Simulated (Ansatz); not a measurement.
# NiSi2/ZnS/CoSi2: conductance against the thickness of the layer, part 4 of 5

How fast does the current through NiSi2/ZnS/CoSi2 fall with each added layer? The lower electrode is NiSi2 fluorite(111), the upper one CoSi2 fluorite(111) turned by 180 degrees (type B); the barrier is ZnS wurtzite(0001) (whole bilayers). In the first transport cell, after relaxation, the nearest pair of electrode and barrier is Si–S at 2.33 Å, along the normal, at the lower face and Si–Zn at 2.48 Å, along the normal, at the upper one. All share a net of side 3.84 Å, which strains the lower electrode by +0.0 %, the upper one by +1.3 % and the barrier by -0.3 %, against typed lattice constants near PBE's. The first steps treat the bulk electrodes alone.

Ansatz 0.2.0; PBE DFT, plane waves, PAW files (the session's first sound run).

So far, transmission at the Fermi level (a spin, zone mean): step 5 (transmission over a wide range of energy) 0.0147. Also channels of the lower lead: step 5 1.16.

**6. Conductance, 55 atoms**

Level of this step: PBE DFT, plane waves, PAW files; ballistic transmission by layer matching between semi-infinite leads (Ansatz).

The conductance needs T(E) within ten thermal energies of the Fermi level, on steps under 1.5 kT, and a finer mesh (24×24), since the current can rest on few wavevectors.

input.yaml reads:

```yaml
crystal:
  lattice:
    - [3.84, 0.0, 0.0]
    - [-1.92, 3.3255375505, 0.0]
    - [0.0, 0.0, 73.2426415061]
  atoms:
    - { symbol: Si, position: [0.0, 0.0, 0.0955727409] }
    - { symbol: Si, position: [0.66666667, 0.33333333, 0.116895255] }
    - { symbol: Ni, position: [0.0, 0.0, 0.1278248806] }
    - { symbol: Si, position: [0.33333333, 0.66666667, 0.1387545062] }
    - { symbol: Si, position: [0.0, 0.0, 0.1600770204] }
    - { symbol: Ni, position: [0.33333333, 0.66666667, 0.171006646] }
    - { symbol: Si, position: [0.66666667, 0.33333333, 0.1819362716] }
    - { symbol: Si, position: [0.33333333, 0.66666667, 0.2032587857] }
    - { symbol: Ni, position: [0.66666667, 0.33333333, 0.2141884113] }
    - { symbol: Si, position: [0.0, 0.0, 0.2251180369] }
    - { symbol: Si, position: [0.66666667, 0.33333333, 0.246440551] }
    - { symbol: Ni, position: [0.0, 0.0, 0.2573701766] }
    - { symbol: Si, position: [0.33333333, 0.66666667, 0.2682998022] }
    - { symbol: Si, position: [0.0, 0.0, 0.2896223164] }
    - { symbol: Ni, position: [0.33333333, 0.66666667, 0.300551942] }
    - { symbol: Si, position: [0.66666667, 0.33333333, 0.3114815676] }
    - { symbol: Si, position: [0.33333333, 0.66666667, 0.3328040817] }
    - { symbol: Ni, position: [0.66666667, 0.33333333, 0.3437337073] }
    - { symbol: Si, position: [0.0, 0.0, 0.3546633329] }
    - { symbol: Si, position: [0.66666667, 0.33333333, 0.375985847] }
    - { symbol: Ni, position: [0.0, 0.0, 0.3869154727] }
    - { symbol: Si, position: [0.33333333, 0.66666667, 0.3978450983] }
    - { symbol: Si, position: [0.0, 0.0, 0.4191676124] }
    - { symbol: Ni, position: [0.33333333, 0.66666667, 0.430097238] }
    - { symbol: Si, position: [0.66666667, 0.33333333, 0.441545635] }
    - { symbol: S, position: [0.66666667, 0.33333333, 0.473340248] }
    - { symbol: Zn, position: [0.0, 0.0, 0.4844645216] }
    - { symbol: S, position: [0.0, 0.0, 0.5164388242] }
    - { symbol: Zn, position: [0.66666667, 0.33333333, 0.5278151225] }
    - { symbol: Si, position: [0.66666667, 0.33333333, 0.5616937852] }
    - { symbol: Co, position: [0.33333333, 0.66666667, 0.569592881] }
    - { symbol: Si, position: [0.0, 0.0, 0.5797820957] }
    - { symbol: Si, position: [0.33333333, 0.66666667, 0.6012579636] }
    - { symbol: Co, position: [0.0, 0.0, 0.6114471783] }
    - { symbol: Si, position: [0.66666667, 0.33333333, 0.6216363929] }
    - { symbol: Si, position: [0.0, 0.0, 0.6431122609] }
    - { symbol: Co, position: [0.66666667, 0.33333333, 0.6533014755] }
    - { symbol: Si, position: [0.33333333, 0.66666667, 0.6634906902] }
    - { symbol: Si, position: [0.66666667, 0.33333333, 0.6849665581] }
    - { symbol: Co, position: [0.33333333, 0.66666667, 0.6951557728] }
    - { symbol: Si, position: [0.0, 0.0, 0.7053449874] }
    - { symbol: Si, position: [0.33333333, 0.66666667, 0.7268208554] }
    - { symbol: Co, position: [0.0, 0.0, 0.7370100701] }
    - { symbol: Si, position: [0.66666667, 0.33333333, 0.7471992847] }
    - { symbol: Si, position: [0.0, 0.0, 0.7686751527] }
    - { symbol: Co, position: [0.66666667, 0.33333333, 0.7788643673] }
    - { symbol: Si, position: [0.33333333, 0.66666667, 0.789053582] }
    - { symbol: Si, position: [0.66666667, 0.33333333, 0.8105294499] }
    - { symbol: Co, position: [0.33333333, 0.66666667, 0.8207186646] }
    - { symbol: Si, position: [0.0, 0.0, 0.8309078792] }
    - { symbol: Si, position: [0.33333333, 0.66666667, 0.8523837472] }
    - { symbol: Co, position: [0.0, 0.0, 0.8625729618] }
    - { symbol: Si, position: [0.66666667, 0.33333333, 0.8727621765] }
    - { symbol: Si, position: [0.0, 0.0, 0.8942380444] }
    - { symbol: Co, position: [0.66666667, 0.33333333, 0.9044272591] }
kpoints:
  mp_grid: { grid: [8, 8, 1] }
scf:
  occupations: { method: fermi_dirac, width: 0.1 }
  max_iter: 150
hamiltonian:
  xc: pbe
output:
  transmission:
    kmesh: [24, 24]
    e_range: [-0.26, 0.27]
    de: 0.0375
    leads: [[10, 13], [41, 44]]
```

The run is started by

```bash
$ ansatz run input.yaml --threads 8 --pin off --max-ram 24576MiB --backend cpu --events-out ev --progress --plain --runs-dir out
```

Numbers of over 12 decimals in the logs are rounded to 6 here.

Output:

```text
[...]
Crystal: 55 atoms, lattice volume = 935.313 Å³
Basis set: ecut = 420 eV, 18233 PW (Γ)
Bands: 290, of which v1, the nominal top of the filled ones, is band 235 counted from 1 (234 counted from 0)
Symmetry: 6 space group operations
[...]
k-points: 10 of 64 (time reversal used)
[...]
SCF iter   1: F=—  HF=-122932.577239 eV  |F-HF|=—  |Δ(HF+E_count)|=         —  Δρ=1.44e-2  dr2=6.39e1  ethr=1.77e-3  ⟨swp⟩=8.5  Hψ=14354  notcnv=0  defer=138
[...]
SCF iter  13: F=-122932.238749 eV  HF=-122932.238749 eV  |F-HF|=5.72e-9  |Δ(HF+E_count)|=   3.31e-8  Δρ=1.82e-6  dr2=4.50e-8  ethr=2.13e-11  ⟨swp⟩=18.9  Hψ=12628  notcnv=0
SCF 1 converged in 13 iterations: F = -122932.238749 eV  dr2 = 4.50e-8
[...]
transmission: 314 of 3111 steps passed
transmission: 628 of 3111 steps passed
[...]
transmission: 3111 of 3111 steps passed
SCF converged after 13 iterations
Free energy (F): -122932.238749 eV
[...]
Internal energy: -122931.645519 eV  (E = F + TS)
E sigma→0 (E₀):  -122931.942134 eV
Entropy (-TS):   -0.593230 eV (-10.786 meV/atom)
Fermi energy:    8.887555 eV
[...]
--- Band table (eV; the first three rows and the last of 10) ---
  k-point 0: bands = [... 231 lower, 10.1314, 10.1471, 10.2868, 10.2998, 10.2998, 10.4213, 10.5373, 10.5373, ... 51 higher]
  k-point 1: bands = [... 231 lower, 9.7256, 9.7704, 9.7924, 9.8251, 9.9580, 10.0122, 10.1735, 10.2159, ... 51 higher]
  k-point 2: bands = [... 231 lower, 8.8447, 8.9726, 9.0131, 9.1003, 9.2926, 9.3116, 9.3363, 9.5436, ... 51 higher]
  k-point 9: bands = [... 231 lower, 8.1741, 8.2968, 8.3011, 8.3769, 8.4076, 8.4247, 8.4502, 8.5918, ... 51 higher]
--- Transmission ---
  basis      : 109 plane waves across, 51 finite elements along
  points     : 61, standing for a mesh of 24 x 24
  filling    : by the input's occupations and mesh, since the crystals that have channels conduct as metals do. If one of these is a semiconductor, that mesh has misplaced its level
[...]
filled         : 20.9 meV under the level at which it is neutral
    channels       : 1.060764e0 a spin
    conductance    : 6.3034e14 S/m² at 300 K; may be off by some 0.0 % by where its bands' edges are placed, 5.6 % from the k-mesh, 1.1 % from the distance to neutral
    slowest decay  : 0.0360 /Å at (0.2083, 0.1667)
[...]
filled         : 9.4 meV over the level at which it is neutral
    channels       : 1.369792e0 a spin
[...]
slowest decay  : 0.1096 /Å at (0.4167, 0.0833)
  junction   : crystal 0 to crystal 1, 20.43 to 52.45 Å
    transmission   : 1.903198e-2 a spin
    conductance    : 1.1559e13 S/m² at 300 K (1.0334e13 on every other point, 1.1422e13 on every other energy)
    error estimate : 1.2 % from the energy spacing and 4.4 % from band edges of the leads and from resonances (wavevectors taken as independent; lower de), 17.4 % from the k-mesh, 8.4 % from the steps of its leads' Hamiltonians or their offsets (lay more layers), 0.5 % from the distance to neutral
    resistance     : 8.5103e-2 Ω µm² beyond half of each lead's own
```

The job ended after 2.3 min (8 threads of Intel Xeon 6975P-C (Granite Rapids), shared host; peak memory 9.5 GiB; 12 min of CPU time).

This step gave:

```
transmission at the Fermi level (a spin, zone mean) : 0.01903
channels of the lower lead                          : 1.061
channels of the upper lead                          : 1.370
ballistic conductance of the lower lead             : 6.30e14 S/m²
ballistic conductance of the upper lead             : 8.08e14 S/m²
junction conductance                                : 1.16e13 S/m²
error estimates by source, in the log's order       : 1.2, 4.4, 17.4, 8.4, 0.5 %
resistance-area product beyond the leads            : 0.08510 Ω um²
```

One spin. The transmission, zone mean by energy, zero at the Fermi level:

```tsv
energy (eV)	transmission, zone mean
-0.260	0.0197
-0.223	0.0210
-0.185	0.0205
-0.147	0.0220
-0.110	0.0236
-0.072	0.0213
-0.035	0.0177
0.003	0.0190
0.040	0.0195
0.077	0.0177
0.115	0.0183
0.152	0.0191
0.190	0.0196
0.228	0.0230
0.265	0.0196
```

One spin. The open channels, zone mean by energy, zero at the Fermi level:

```tsv
energy (eV)	lower lead	upper lead
-0.260	0.821	1.60
-0.223	0.852	1.55
-0.185	0.915	1.47
-0.147	0.946	1.45
-0.110	1.01	1.42
-0.072	1.03	1.39
-0.035	1.03	1.35
0.003	1.06	1.37
0.040	1.06	1.28
0.077	1.08	1.23
0.115	1.13	1.21
0.152	1.15	1.20
0.190	1.19	1.20
0.228	1.26	1.17
0.265	1.28	1.14
```

Transmission over k1 and k2. At 0.0025 eV from the Fermi level.

Values, 12 rows by 16 columns, each cell a mean:
```
0.001 0.006 0.008 0.003 0.000 0.000 0.005 0.008 0.004 0.001 0.000 0.000 0.000 0.000 0.000 0.000
0.003 0.008 0.011 0.008 0.011 0.007 0.012 0.010 0.011 0.008 0.002 0.000 0.000 0.000 0.000 0.000
0.000 0.001 0.006 0.017 0.029 0.055 0.054 0.032 0.020 0.013 0.002 0.000 0.000 0.000 0.000 0.000
0.000 0.000 0.005 0.048 0.048 0.083 0.087 0.065 0.079 0.042 0.040 0.001 0.000 0.000 0.000 0.000
0.003 0.005 0.009 0.050 0.069 0.065 0.067 0.066 0.062 0.067 0.077 0.042 0.007 0.005 0.004 0.000
0.001 0.008 0.011 0.016 0.044 0.082 0.065 0.023 0.013 0.054 0.071 0.066 0.022 0.011 0.010 0.002
0.000 0.002 0.009 0.008 0.025 0.047 0.078 0.057 0.031 0.049 0.060 0.077 0.034 0.020 0.007 0.007
0.001 0.000 0.002 0.002 0.005 0.037 0.070 0.071 0.081 0.048 0.071 0.095 0.055 0.042 0.001 0.002
0.000 0.000 0.000 0.000 0.000 0.000 0.018 0.028 0.052 0.074 0.073 0.055 0.031 0.024 0.001 0.000
0.000 0.000 0.000 0.000 0.000 0.000 0.004 0.009 0.014 0.024 0.055 0.037 0.018 0.012 0.006 0.003
0.001 0.000 0.000 0.000 0.000 0.000 0.002 0.006 0.011 0.007 0.002 0.000 0.002 0.007 0.011 0.008
0.000 0.000 0.001 0.000 0.000 0.000 0.001 0.000 0.001 0.003 0.002 0.000 0.000 0.001 0.004 0.001
```
Columns: k1 (b1) from -0.5 to 0.458; rows upwards: k2 (b2) from -0.5 to 0.458.

G = 1.2e13 S/m² (1/G = 0.0865 Ω µm²). The largest error estimate is 17 %, from the mesh across the current. In the worse lead the potential repeats within 9.8 meV, which the program lets pass, though it still puts 8.4 % of error on the junction's conductance through them. By hand, Landauer's formula with T at one energy: G = (e²/h) ΣT / A = 3.874e-5 S × 0.0381 / 12.77 Å² = 1.2e13 S/m², with T summed over both spins. The printed value averages T over the Fermi window and is 1.0 times this.

[end of part 4 of 5]

[Logs are printed without paths, hosts, clocks, repeated set-up lines and the standing remarks that a program may print on its own settings, such as how far it seeks lower states.]

[Hosts, paths, dates, database ids (printed as entryN), source tags and the programs' standing remarks are cut or masked in the printed files.]
